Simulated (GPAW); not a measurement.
# Co (P6_3/mmc) in GPAW: notebook

Runs on Co. Level: PBEsol. Tasks: single point.

Everything below comes from runs of GPAW 26.7.0. Logs are shortened: lines on timing, memory, paths and dates and some standing lists are left out, and cuts for length are marked. The log counts tension as positive stress, the text compression.

## 1. The structure

The structure is hexagonal, space group P6_3/mmc (No. 194). Conventional cell: a = 2.472 Å, b = 2.472 Å, c = 4.021 Å, α = 90.00°, β = 90.00°, γ = 120.00°. Co (site symmetry -6m2) has 12 Co at 2.47 Å as nearest neighbours.

## 2. Single point, PBEsol, collinear spin, ferromagnetic start, 10.64 Å³/atom

Contents of run.py:

```python
from ase import Atoms
from ase.dft.bandgap import bandgap
from ase.io import write
from ase.units import GPa
from gpaw import GPAW, PW, setup_paths

setup_paths.insert(0, '.')

atoms = Atoms(['Co', 'Co'],
              cell=[[2.3731199071, 0.0, 0.0],
                    [-1.1865599535, 2.0551821257, 0.0],
                    [0.0, 0.0, 4.3632205729]],
              scaled_positions=[[0.6666666667, 0.3333333333, 0.75],
                                [0.3333333333, 0.6666666667, 0.25]],
              pbc=True)
atoms.set_initial_magnetic_moments([2.0, 2.0])

calc = GPAW(mode=PW(600),
            xc='PBEsol',
            kpts={'size': (10, 10, 6), 'gamma': True},
            occupations={'name': 'fermi-dirac', 'width': 0.05},
            nbands=21,
            convergence={'density': 1e-05, 'energy': 1e-05},
            maxiter=150,
            txt='gpaw.txt')
atoms.calc = calc
energy = atoms.get_potential_energy()
forces = atoms.get_forces()
stress = atoms.get_stress()
calc.write('gs.gpw')
write('result.traj', atoms)
print(f'Energy: {energy:.6f} eV')
print('Forces (eV/A):')
print(forces.round(4))
print('Stress (GPa):', (stress / GPa).round(3))
print('Moments:', calc.get_magnetic_moments().round(3))
print('Fermi level:', round(calc.get_fermi_level(), 4), 'eV')
print(f'Gap: {bandgap(calc)[0]:.4f} eV, direct: {bandgap(calc, direct=True)[0]:.4f} eV')
```

Potentials or basis: PAW data sets generated in the run's folder for this functional, pw.

Command:

```
$ gpaw-setup -f PBEsol Co
$ OMP_NUM_THREADS=1 python run.py
```

gpaw.txt:

```text
__  _  _
 | _ |_)|_||  |
 |__||  | ||/\| - 26.7.0

Input parameters:
  mode=PW(ecut=600.0),
  convergence={'density': 1e-05, 'energy': 1e-05},
  kpts=MonkhorstPack(size=(10, 10, 6), gamma=True),
  maxiter=150,
  nbands=21,
  occupations=Occupations(name='fermi-dirac', width=0.05),
  xc=XC(name='PBEsol')

Diagonalizing LCAO Hamiltonian
Converting LCAO to pw mode

          Co

        Co

Atoms  # Å, Bohr magnetons
|   | symbol |         x |        y |        z |    initial magnetic moments |
|---|--------|-----------|----------|----------|-----------------------------|
| 0 |     Co |  1.186560 | 0.685061 | 3.272415 | ( 0.0000,  0.0000,  2.0000) |
| 1 |     Co | -0.000000 | 1.370121 | 1.090805 | ( 0.0000,  0.0000,  2.0000) |

Unit cell  # Å
| periodic |         x |        y |        z |  lengths |     angles |
|----------|-----------|----------|----------|----------|------------|
|      yes |  2.373120 | 0.000000 | 0.000000 | 2.373120 |  90.000000 |
|      yes | -1.186560 | 2.055182 | 0.000000 | 2.373120 |  90.000000 |
|      yes |  0.000000 | 0.000000 | 4.363221 | 4.363221 | 120.000000 |

Number of symmetries: 12
Symmetry operations  # r_c * U_cc + t_c -> r_c
|    | kind |            matrix            |
|----|------|------------------------------|
|  0 |  σ   |  1, 1, 0,  0,-1, 0,  0, 0, 1 |
|  1 |  S6  |  1, 1, 0, -1, 0, 0,  0, 0,-1 |
|  2 |  E   |  1, 0, 0,  0, 1, 0,  0, 0, 1 |
|  3 |  C2  |  1, 0, 0, -1,-1, 0,  0, 0,-1 |
|  4 |  C2  |  0, 1, 0,  1, 0, 0,  0, 0,-1 |
|  5 |  C3  |  0, 1, 0, -1,-1, 0,  0, 0, 1 |
|  6 |  S6  |  0,-1, 0,  1, 1, 0,  0, 0,-1 |
|  7 |  σ   |  0,-1, 0, -1, 0, 0,  0, 0, 1 |
|  8 |  σ   | -1, 0, 0,  1, 1, 0,  0, 0, 1 |
|  9 |  i   | -1, 0, 0,  0,-1, 0,  0, 0,-1 |
| 10 |  C3  | -1,-1, 0,  1, 0, 0,  0, 0, 1 |
| 11 |  C2  | -1,-1, 0,  0, 1, 0,  0, 0,-1 |

BZ-sampling:
  Number of BZ points: 600
  Number of IBZ points: 72

  Monkhorst-Pack size: [10, 10, 6]
  Monkhorst-Pack shift: [0.05, 0.05, 0.08333333333333333]

K-points  # in reciprocal-cell coordinates
|     |                                coordinates |     weight |
|-----|--------------------------------------------|------------|
|   0 | (  0.00000000,   0.00000000,   0.00000000) | 0.00166667 |
|   1 | (  0.00000000,   0.00000000,   0.16666667) | 0.00333333 |
|   2 | (  0.00000000,   0.00000000,   0.33333333) | 0.00333333 |
|   3 | (  0.00000000,   0.00000000,   0.50000000) | 0.00166667 |
|   4 | (  0.10000000,   0.00000000,  -0.33333333) | 0.01000000 |
|   5 | (  0.10000000,   0.00000000,  -0.16666667) | 0.01000000 |
|   6 | (  0.10000000,   0.00000000,   0.00000000) | 0.01000000 |
|   7 | (  0.10000000,   0.00000000,   0.16666667) | 0.01000000 |
|   8 | (  0.10000000,   0.00000000,   0.33333333) | 0.01000000 |
|   9 | (  0.10000000,   0.00000000,   0.50000000) | 0.01000000 |
| ... |                                            |            |
|  71 | (  0.50000000,   0.50000000,   0.50000000) | 0.00500000 |

Plane wave coefficients: 726
Cutoff: 600.0 eV

Spin-components: 2 (collinear spins)
Bands:           21
Projectors:      12
Spin-degeneracy: 1
Datatype:        complex128

Parallelization:
  kpt:    1
  domain: 1
  band:   1

Density:
  Valence electrons: 18.0
  Components: 2
  Grid points: [14 14 25]
  Charge: 0.0  # |e|

Potential:
  Grid points: [14 14 25]

species:
  Co:
    name:    Cobalt
    Z:       27.0
    valence: 9
    core:    18
    charge:  0.0  # [|e|]
    compensation charges:
      type: gauss
      rc: 0.32  # [Å]
      lmax: 2
    cutoffs:
      filter: 1.87  # [Å]
      core: 2.55  # [Å]
    projectors
    | kind |    occ | energy [eV] | rcut [Å] |
    |------|--------|-------------|----------|
    |   4s |  2.000 |      -5.488 |    1.005 |
    |   4p |  0.000 |      -1.248 |    1.058 |
    |   3d |  7.000 |      -8.230 |    1.005 |
    |    s |        |      21.723 |    1.005 |
    |    p |        |      25.963 |    1.058 |
    |    d |        |      18.981 |    1.005 |

    Using partial waves for Co as LCAO basis

Reference energy: -75737.720984  # eV

eigensolver:
  PPCG
  Converge bands: occupied
  niter=2

density mixing:
  MSR1-Mixer
  Pratt-step length: 0.05
  Maximum mixing coefficient: 0.75
  Old densities: 10
  SVD Regularization: 0.005
  Good broyden scale: 1.0
  Trust region scale: 1.0
  Backstep threshold: 4.0
  History deletion threshold: 6.0
  Fourier metric: weight=20.0, sigma=0.015

occupation numbers:
  Fermi-Dirac:
    width: 0.0500  # eV

poisson solver:
  ecut: 4800.0  # eV

xc functional:
  name: PBEsol with 2 nearest neighbor stencil

convergence criteria:
- Maximum integral of absolute [dens]ity change: 1e-05 electrons / valence electron
- Maximum [total energy] change in last 3 cyles: 1e-05 eV / valence electron
- Maximum integral of absolute [eigenst]ate change: 4e-08 eV^2 / valence electron
maximum number of iterations: 150

SCF iterations
|iter     | |      energy | eigst |  dens |  magmom |
|---------|-|-------------|-------|-------|---------|
|iter:   1| |  -17.620283 | +0.30 |       |  +4.0059|
|iter:   2| |  -17.610223 | -2.13 | -1.17 |  +3.9769|
|iter:   3| |  -17.636705 | -2.53 | -1.21 |  +3.7390|
|iter:   4| |  -17.667299 | -3.45 | -1.50 |  +3.5907|
|iter:   5| |  -17.687190 | -3.17 | -1.72 |  +3.3894|
|iter:   6| |  -17.688225 | -4.67 | -2.32 |  +3.3410|
|iter:   7| |  -17.688319 | -5.63 | -2.90 |  +3.3372|
|iter:   8| |  -17.688371c| -6.17 | -3.17 |  +3.3454|
|iter:   9| |  -17.688377c| -7.01 | -3.71 |  +3.3476|
|iter:  10| |  -17.688379c| -7.51c| -4.09 |  +3.3483|
|iter:  11| |  -17.688380c| -7.79c| -4.56 |  +3.3485|
|iter:  12| |  -17.688380c| -8.49c| -5.12c|  +3.3485|

Converged in 12 steps
Energy contributions relative to reference atoms: (reference = -75737.720984)

Energy contributions:
  Kinetic:          20.104829
  Coulomb:         -16.121263
  Zero:             -0.094730
  External:          0.000000
  Xc:              -21.568977
  Entropy:          -0.016478
  Spinorbit:         0.000000
  ----------------------------
  Free energy:     -17.696619
  Extrapolated:    -17.688380

dipole moment: (-0.000001, -0.000002, -0.000004)  # |e|*Ang

Total magnetic moment: (0.000000, 0.000000, 3.348547)

Local magnetic moments
|        x |        y |        z |
|----------|----------|----------|
| 0.000000 | 0.000000 | 1.724703 |  # Co   0
| 0.000000 | 0.000000 | 1.724703 |  # Co   1

Fermi level: 10.844
Eigenvalues  # (at kpt = [0.000, 0.000, 0.000])
| band index |      eig [eV] | occ [0-1] |      eig [eV] | occ [0-1] |
|------------|---------------|-----------|---------------|-----------|
|          0 |         1.530 |     1.000 |         1.627 |     1.000 |
|        ... |               |           |               |           |
|          2 |         7.425 |     1.000 |         8.973 |     1.000 |
|          3 |         8.179 |     1.000 |         9.220 |     1.000 |
|          4 |         8.179 |     1.000 |         9.810 |     1.000 |
|          5 |         8.373 |     1.000 |         9.810 |     1.000 |
|          6 |         8.373 |     1.000 |        10.036 |     1.000 |
|          7 |         9.182 |     1.000 |        10.036 |     1.000 |
|          8 |         9.194 |     1.000 |        11.147 |     0.002 |
|          9 |         9.194 |     1.000 |        11.147 |     0.002 |
|         10 |         9.890 |     1.000 |        11.927 |     0.000 |
|         11 |         9.890 |     1.000 |        11.927 |     0.000 |
|         12 |        15.414 |     0.000 |        16.605 |     0.000 |
|         13 |        32.203 |     0.000 |        32.266 |     0.000 |
|         14 |        34.870 |     0.000 |        34.667 |     0.000 |
|         15 |        37.388 |     0.000 |        37.254 |     0.000 |
|         16 |        37.591 |     0.000 |        38.057 |     0.000 |
|         17 |        38.477 |     0.000 |        38.895 |     0.000 |
|        ... |               |           |               |           |
|         20 |        39.355 |     0.000 |        39.734 |     0.000 |

No gap
No difference between direct/indirect transitions

Forces  # eV/Ang
|        x |        y |        z |
|----------|----------|----------|
| -0.00000 | -0.00000 | -0.00022 |  # Co   0
|  0.00000 |  0.00000 |  0.00022 |  # Co   1

Stress tensor  # eV/Ang^3
|         x |         y |        z |
|-----------|-----------|----------|
| -0.089695 |  0.000000 | 0.000000 |
|  0.000000 | -0.089695 | 0.000000 |
|  0.000000 |  0.000000 | 0.169722 |

# Writing to gs.gpw (mode='')
```

Run time: 47 s. Hardware: 1 thread of Arm Neoverse V1, shared host; peak memory 0.17 GiB.

What came out:

| Quantity | Value |
| --- | --- |
| Free energy | -17.6966 eV |
| Pressure | 0.5 GPa |
| Band gap on the k mesh | none (metal or under the smearing width) |
| Net moment | 3.35 μB per cell |
| Site moments | Co +1.72 μB |

Caveat: the density grid can change from cell to cell, which puts small steps into energies and stress.

## 3. Single point, PBEsol, collinear spin, ferromagnetic start, 10.64 Å³/atom

run.py, as its differences from that of step 2:

```diff
@@ -9,5 +9,5 @@
 atoms = Atoms(['Co', 'Co'],
-              cell=[[2.3731199071, 0.0, 0.0],
-                    [-1.1865599535, 2.0551821257, 0.0],
-                    [0.0, 0.0, 4.3632205729]],
+              cell=[[2.4225599051, 0.0, 0.0],
+                    [-1.2112799526, 2.09799842, 0.0],
+                    [0.0, 0.0, 4.1869471887]],
               scaled_positions=[[0.6666666667, 0.3333333333, 0.75],
```

Potentials or basis: PAW data sets generated in the run's folder for this functional, pw.

Command:

```
$ gpaw-setup -f PBEsol Co
$ OMP_NUM_THREADS=1 python run.py
```

Wall time 51 s (1 thread of Arm Neoverse V1, shared host); peak memory 0.17 GiB.

Results (log left out):

* Free energy: -17.8701 eV
* Pressure: -3.2 GPa
* Band gap on the k mesh: none (metal or under the smearing width)
* Net moment: 3.32 μB per cell
* Site moments: Co +1.72 μB

Caveat: the density grid can change from cell to cell, which puts small steps into energies and stress.
